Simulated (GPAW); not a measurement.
FeO (Wuestite):

```
CELL_PARAMETERS angstrom
1.51882 0.87689 2.51958
-1.51882 0.87689 2.51958
0.00000 -1.75378 2.51958
ATOMIC_POSITIONS crystal
Fe 0.00000 0.00000 0.00000
O 0.50000 0.50000 0.50000
```

Base run:

```yaml
Program: GPAW 26.7.0
Functional: PBEsol
Potentials_or_basis: PAW data sets generated in the run's folder for this functional
Cutoff: 800 eV
Basis: pw
k_mesh: 8 × 8 × 8
Occupations: fermi-dirac, width 0.05 eV
Spin: collinear spin, ferromagnetic start
Starting_moments: "[3.0, 0.0] μB"
Hubbard_terms: Fe d U = 4 eV
```

Its results: pressure -6.4 GPa; net moment 4.00 μB per cell; site moments Fe +3.72; O +0.17 μB.

Q: After a change of settings the same cell gave: pressure -6.9 GPa; net moment 4.00 μB per cell; site moments Fe +3.68; O +0.18 μB. Which change was it?
A. hubbard terms from Fe d U = 4 eV to Fe d U = 8 eV
B. hubbard terms from Fe d U = 4 eV to Fe d U = 3 eV
C. k mesh from 8 × 8 × 8 to 11 × 11 × 11; hubbard terms from Fe d U = 4 eV to none

A: B.

Caveats: a cell with one magnetic atom can't hold antiferromagnetic order, which such compounds often take.

Not every run made on this cell is shown here.
